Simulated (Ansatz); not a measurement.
# Mg (P6_3/mmc) in Ansatz: a series of runs

One crystal, Mg, is run at these levels: PBEsol; tasks: phonons, elastic constants.

Everything below comes from runs of Ansatz 0.2.0. Logs are shortened: lines on timing, memory, paths and dates and some standing lists are left out, and cuts for length are marked.

## Step 1: Starting point

It takes space group P6_3/mmc (No. 194, hexagonal). The conventional cell has a = 3.209 Å, b = 3.209 Å, c = 5.210 Å, α = 90.00°, β = 90.00°, γ = 120.00°. Mg (site symmetry -6m2) has 12 Mg at 3.20 to 3.21 Å as nearest neighbours.

## Step 2: Phonons, PBEsol

Contents of input.yaml:

```yaml
crystal:
  lattice:
    - [3.2093, 0.0, 0.0]
    - [-1.60465, 2.7793353284, 0.0]
    - [0.0, 0.0, 5.2103]
  atoms:
    - { symbol: Mg, position: [0.6666666667, 0.3333333333, 0.75] }
    - { symbol: Mg, position: [0.3333333333, 0.6666666667, 0.25] }
hamiltonian:
  xc: pbesol
  pseudopotentials: { kind: paw }
kpoints:
  mp_grid: { grid: [8, 8, 6] }
scf:
  occupations: { method: fermi_dirac, width: 0.05 }
phonons:
  method: dfpt
  qmesh: [2, 2, 2]
  temperatures: { t_max: 1000, t_step: 100 }
  qpath:
    path:
      - [[0.0, 0.0, 0.0], [0.5, 0.0, 0.0], [0.3333333333, 0.3333333333, 0.0], [0.0, 0.0, 0.0], [0.0, 0.0, 0.5], [0.5, 0.0, 0.5], [0.3333333333, 0.3333333333, 0.5], [0.0, 0.0, 0.5]]
      - [[0.5, 0.0, 0.5], [0.5, 0.0, 0.0]]
      - [[0.3333333333, 0.3333333333, 0.0], [0.3333333333, 0.3333333333, 0.5]]
    npoints: 8
```

Potentials or basis: Ansatz PAW.

Command:

```
$ ansatz run input.yaml --threads 2 --pin off --max-ram 5632MiB --backend cpu --events-out ev --progress --plain --runs-dir out
```

Output:

```text
Warning: RAYON_NUM_THREADS=2 ignored (pool sized by the plan → 2); use --threads N
Engine: ansatz 0.2.0, x86_64-unknown-linux-gnu
Pseudopotentials: kind: paw
Pseudopotential: Mg, paw, valence charge 10, recommended cutoff 420 eV (normal), Mg.paw.azcp
Functional definition: PBEsol
  exchange = pbesol_x
  correlation = pbesol_c
Crystal: 2 atoms, lattice volume = 46.474 Å³
Basis set: ecut = 420 eV, 941 PW (Γ), exchange–correlation on 48×48×72 points (8 copies of the dense FFT grid, shifted against one another)
Bands: 14, of which v1, the nominal top of the filled ones, is band 10 counted from 1 (9 counted from 0)
Symmetry: 24 space group operations
k-points: 40 of 384
Non-local potential: Mg, projectors of the file, l = 0: 3, l = 1: 2, l = 2: 1
PAW form: soft (Blöchl's): semilocal exchange-correlation on the pseudo side does not see the compensation charge
PAW frozen core: Mg, regenerated for the run's functional, and the local potential with it (the file was generated under x = pbe(κ = 0.804, μ = 0.2195149727645171), c = pbe(β = 0.06672455060314922))
PAW one-centre angular grid: Mg, 110 points (default); XC on 64 Gauss nodes
Initial density: superposition of atomic densities (neutral atoms: chi_scale 0, normalization atom), corrected by the library's trained network
Initial wavefunctions: pseudopotential atomic-orbital guess
Functional: x = pbesol(κ = 0.804, μ = 0.12345679012345678), c = pbesol(β = 0.046)
SCF iter   1: F=—  HF=-3824.130091 eV  |F-HF|=—  |Δ(HF+E_count)|=         —  Δρ=2.07e-3  dr2=1.24e-3  ethr=1.77e-3  ⟨swp⟩=5.5  Hψ=2903  notcnv=0
preconditioner: auto → none  [insulator: Δε(μ)=0.183 eV  Ē_g=6.896 eV  σ=0.050 eV  W_gap=0.54  n_scr=8 (ndim 8)  ℏωp=10.9 eV  f_vac=0.000  D(μ)=0.73/eV (n_scr^D=2)  ε∞_Penn≈3.5]
SCF iter   2: F=—  HF=-3824.128804 eV  |F-HF|=—  |Δ(HF+E_count)|=   1.29e-3  Δρ=7.35e-4  dr2=1.94e-4  ethr=6.22e-6  ⟨swp⟩=2.8  Hψ=1297  notcnv=0
SCF iter   3: F=—  HF=-3824.128736 eV  |F-HF|=—  |Δ(HF+E_count)|=   6.74e-5  Δρ=1.06e-4  dr2=3.74e-6  ethr=9.68e-7  ⟨swp⟩=2.0  Hψ=894  notcnv=0
SCF iter   4: F=—  HF=-3824.128738 eV  |F-HF|=—  |Δ(HF+E_count)|=   2.30e-6  Δρ=4.24e-5  dr2=3.28e-7  ethr=1.87e-8  ⟨swp⟩=2.0  Hψ=963  notcnv=0
SCF iter   5: F=—  HF=-3824.128737 eV  |F-HF|=—  |Δ(HF+E_count)|=   1.55e-6  Δρ=1.02e-5  dr2=1.98e-8  ethr=1.64e-9  ⟨swp⟩=2.0  Hψ=928  notcnv=0
SCF iter   6: F=—  HF=-3824.128737 eV  |F-HF|=—  |Δ(HF+E_count)|=   2.43e-8  Δρ=2.24e-7  dr2=1.38e-11  ethr=9.89e-11  ⟨swp⟩=2.0  Hψ=942  notcnv=0
SCF iter   7: F=-3824.128737 eV  HF=-3824.128737 eV  |F-HF|=0.00e0  |Δ(HF+E_count)|=  1.41e-11  Δρ=1.89e-8  dr2=7.22e-14  ethr=1.00e-12  ⟨swp⟩=5.0  Hψ=2032  notcnv=0
SCF 1 converged in 7 iterations: F = -3824.128737 eV  dr2 = 7.22e-14
NSCF: frozen V_eff on 40 k-points
NSCF: frozen V_eff on 84 k-points
DFPT response loops at q = (0, 0, 0) (fractional): preconditioner auto → Kerker (q_TF=auto, 2.371 Å⁻¹) (partly filled bands, converged f_vac=0.000); β = 1.00, the filter's whole step (`scf.mixing.beta` (0.50) is not read by the response loops under this deck's `scf.mixing.preconditioner`; to damp them name `kerker` or `kerker_dos`, under which they read `scf.mixing.beta`, and type it under 1.00, their step now; both keys bind the ground state too); Broyden in place of MSR1
NSCF: frozen V_eff on 168 k-points
DFPT response loops at q = (0, 0, -0.5) (fractional): mixed as the last ones told, above
NSCF: frozen V_eff on 168 k-points
DFPT response loops at q = (0, -0.5, 0) (fractional): mixed as the last ones told, above
NSCF: frozen V_eff on 168 k-points
DFPT response loops at q = (0, -0.5, -0.5) (fractional): mixed as the last ones told, above
SCF converged after 7 iterations
Free energy (F): -3824.128737 eV
Harris-Foulkes:  -3824.128737 eV  (|F-HF|=0.00e0)
Internal energy: -3824.123064 eV  (E = F + TS)
E sigma→0 (E₀):  -3824.125900 eV
Entropy (-TS):   -0.005673 eV (-2.837 meV/atom)
Fermi energy:    5.583092 eV
--- Per-component energies (eV) ---
  E_band       = -714.643140
  E_kinetic    = 149.498102
  E_local      = -3250.541414  (includes V_loc(G=0)·N_el)
  E_nonlocal   = 192.767666
  E_hartree    = 1160.218564
  E_xc         = -56.095615
  E_vxc        = -72.721771  (∫ρ·V_xc dr)
  E_paw        = -562.696263  (= ΣΔE_a)
  E_vpaw       = -54.082847  (= ΣTr[D̂ρ^β])
  E_aug_tail   = -0.000006  (compensation charges beyond the density's cutoff)
  E_ewald      = -1457.391822
  E_core_change = 0.117725  (= ΣΔE_core)
  E_smearing   = -0.005673  (= −TS)
  E_closure    = 0.000000  (closes the sum)
  Σ components = -3824.128737   (vs F -3824.128737, Δ=0.00e0)
--- Band table (eV; the first three rows and the last of 40) ---
  k-point 0: bands = ["-70.1576", "-70.1548", "-37.1178", "-37.0864", "-37.0863", "-37.0863", "-37.0816", "-37.0816", "-1.3690", "3.8456", "4.2692", "16.3732", "16.3732", "16.4585"]
  k-point 1: bands = ["-70.1574", "-70.1550", "-37.1157", "-37.0885", "-37.0860", "-37.0860", "-37.0819", "-37.0819", "-1.2142", "2.4176", "5.9648", "15.7576", "16.4960", "16.4960"]
  k-point 2: bands = ["-70.1569", "-70.1555", "-37.1100", "-37.0943", "-37.0851", "-37.0851", "-37.0828", "-37.0828", "-0.7516", "1.0743", "8.1099", "13.1018", "16.8344", "16.8344"]
  k-point 39: bands = ["-70.1542", "-70.1542", "-37.1092", "-37.1092", "-37.0988", "-37.0988", "-37.0906", "-37.0906", "5.2389", "5.2389", "5.8941", "5.8941", "8.0556", "8.0556"]
--- Phonons (Γ-DFPT): 2 representative perturbations + reference (Σ response iterations 6) ---
  ASR residual: 1.009e-5 → 0.000e0 eV/Å²; symmetrization residual: 1.576e-12 eV/Å²
  ASR residual per site (eV/Å²): 1.01e-5 1.01e-5
  Γ frequencies (cm⁻¹): 0.00 0.00 0.00 122.36 122.36 226.57
--- Phonons (arbitrary-q DFPT): 4 irreducible q on the 2×2×2 mesh ---
  q = [0.0000, 0.0000, 0.0000] (star 1, of the zone-centre solve; hermiticity 2.30e-14, symmetrization 6.87e-13): -0.00 0.00 0.00 122.36 122.36 226.57
  q = [0.0000, 0.0000, -0.5000] (star 1, 2 solved perturbations in 124 linear systems a pass and spin channel, the states on 84 of 384 k-point pairs; hermiticity 2.00e-11, symmetrization 1.54e-8): 91.35 91.35 91.35 91.35 171.51 171.51
  q = [0.0000, -0.5000, 0.0000] (star 3, 3 solved perturbations on 84 of 384 k-point pairs; hermiticity 1.45e-13, symmetrization 3.92e-14): 120.95 128.77 179.00 195.60 219.20 226.70
  q = [0.0000, -0.5000, -0.5000] (star 3, 3 solved perturbations on 84 of 384 k-point pairs; hermiticity 4.14e-8, symmetrization 9.50e-10): 150.54 150.54 152.64 152.64 244.04 244.04
  sum rule: each row above includes the acoustic sum rule's correction from the zone centre's row sums; it moved no ω² by more than (0.34 cm⁻¹)²
  mesh force constants: q→R imaginary residual 1.29e-17; ASR residual 1.009e-5 → 0.000e0 eV/Å²; symmetrization residual 1.776e-15 eV/Å²
  interpolated dispersion: 75 rows × 6 modes
  density of states and harmonic sums: on the 22×22×12 q-mesh, interpolated from the force constants of a 2×2×2 supercell (no non-analytic term)
  largest difference from the sums on the solved wave vectors: F 6.47e-2 eV, S 9.69e-5 and C_V 3.23e-5 eV/K
  zero-point energy: 0.061493 eV/cell   skipped modes (ω ≤ 0): 3   left out of the sums: 8.61e-5 of the cell's modes: C_V's classical limit lies that fraction below 3 k_B per atom; for a crystal, a wire or a layer, F and S can be off by more, and a phonons.interpolated_qmesh denser along its periods is the remedy for the sampling
```

It took 16 s on 2 threads of Intel Xeon Platinum 8375C at 2.90GHz (Ice Lake), shared host; peak memory 0.53 GiB.

Results:

```
Free energy              : -3824.1287 eV
Band gap on the k mesh   : none (metal or under the smearing width)
Highest phonon frequency : 244 cm⁻¹
```

Levels at points of the mesh, in eV from the Fermi level:
```tsv
k point	band 8	band 9	band 10	band 11	band 12	band 13
(0.00, 0.00, 0.00)	-42.66	-6.95	-1.74	-1.31	10.79	10.79
(0.00, 0.00, -0.50)	-42.67	-5.57	-5.57	4.92	4.92	11.54
(0.00, -0.50, 0.00)	-42.67	-2.19	-2.19	2.56	2.94	3.16
(0.00, -0.50, -0.50)	-42.67	-1.16	-1.16	-0.52	-0.52	7.90
```

Phonon frequencies in cm⁻¹ (negative: imaginary):
```csv
q point,frequencies
"(0.000, 0.000, 0.000)",0 0 0 122 122 227
"(0.000, 0.000, -0.500)",91 91 91 91 172 172
"(0.000, -0.500, 0.000)",121 129 179 196 219 227
"(0.000, -0.500, -0.500)",151 151 153 153 244 244
```

Caveat: the q mesh is small, so phonon branches between its points and thermal values are rough; the PAW data sets come from PBE, with cores solved anew for the run's functional, which leaves a small shift of forces and pressure.

## Step 3: Elastic constants, PBEsol

Contents of input.yaml:

```yaml
crystal:
  lattice:
    - [3.2093, 0.0, 0.0]
    - [-1.60465, 2.7793353284, 0.0]
    - [0.0, 0.0, 5.2103]
  atoms:
    - { symbol: Mg, position: [0.6666666667, 0.3333333333, 0.75] }
    - { symbol: Mg, position: [0.3333333333, 0.6666666667, 0.25] }
hamiltonian:
  xc: pbesol
  pseudopotentials: { kind: paw }
kpoints:
  mp_grid: { grid: [8, 8, 6] }
scf:
  occupations: { method: fermi_dirac, width: 0.05 }
output:
  forces: true
  stress: true
elastic:
  mode: clamped_ion
  stencil: two_point
```

Potentials or basis: Ansatz PAW.

Command:

```
$ ansatz run input.yaml --threads 2 --pin off --max-ram 5632MiB --backend cpu --events-out ev --progress --plain --runs-dir out
```

Run time: 7.2 s. Hardware: 2 threads of Intel Xeon Platinum 8375C at 2.90GHz (Ice Lake), shared host; peak memory 0.41 GiB.

Results (log left out):

```yaml
Free_energy: -3824.1287 eV
Pressure: -1.1 GPa
Band_gap_on_the_k_mesh: none (metal or under the smearing width)
Voigt_bulk_modulus: 33 GPa
```

Stress tensor (GPa, compression positive):
```
-0.94  0.00  0.00
 0.00 -0.94  0.00
 0.00  0.00 -1.34
```

Levels at points of the mesh, in eV from the Fermi level:
| k point | band 8 | band 9 | band 10 | band 11 | band 12 | band 13 |
| --- | --- | --- | --- | --- | --- | --- |
| (0.00, 0.00, 0.00) | -42.66 | -6.95 | -1.74 | -1.31 | 10.79 | 10.79 |
| (0.00, 0.00, -0.50) | -42.67 | -5.57 | -5.57 | 4.92 | 4.92 | 11.54 |
| (0.00, -0.50, 0.00) | -42.67 | -2.19 | -2.19 | 2.56 | 2.94 | 3.16 |
| (0.00, -0.50, -0.50) | -42.67 | -1.16 | -1.16 | -0.52 | -0.52 | 7.90 |

Elastic tensor in Voigt notation (GPa, ions clamped, in the Cartesian axes of the cell as first typed):
```
56 40  3  0  0  0
40 56  3  0  0  0
 3  3 95  0  0  0
 0  0  0 20  0  0
 0  0  0  0 20  0
 0  0  0  0  0  8
```

Caveat: elastic constants of metals need much finer meshes, so these are rough; the PAW data sets come from PBE, with cores solved anew for the run's functional, which leaves a small shift of forces and pressure.
